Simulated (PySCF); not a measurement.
Molecule: benzaldehyde, C7H6O.

Mapped SMILES: `[O:1]=[CH:2][c:3]1[cH:4][cH:5][cH:6][cH:7][cH:8]1`; H(Xn) means a hydrogen on atom n.

Geometry PBE0-D3(BJ)/def2-SVP throughout; GIAO in PySCF 2.14.0 with density-fitted response routines, gas phase, one conformer, non-relativistic; equivalent atoms averaged; functional PBE0.

For orientation, 6-31G gives these shifts δ (against H2O, TMS at the same level): O1 633.4, C2 185.6, C6 130.2, C4/C8 127.1, C5/C7 125.3, C3 132.3, H(C2) 10.67, H(C4)/H(C8) 7.99, H(C6) 7.66 ppm.

A run gave: O1 664.1, C2 193.9, C6 140.2, C4/C8 136.3, C5/C7 134.3, C3 140.0, H(C2) 9.90, H(C4)/H(C8) 8.05, H(C6) 7.70 ppm (shifts δ (against H2O, TMS at the same level)).

**Question.** Which basis set was used in that run?
A. STO-3G
B. pcSseg-0
C. 6-311+G(2d,p)
D. pcSseg-1
E. cc-pVTZ

**Answer.** D. O1 tells them apart best: pcSseg-1 gives 664.1, STO-3G gives 624.7, pcSseg-0 gives 749.3, cc-pVTZ gives 640.0, 6-311+G(2d,p) gives 626.3 ppm.
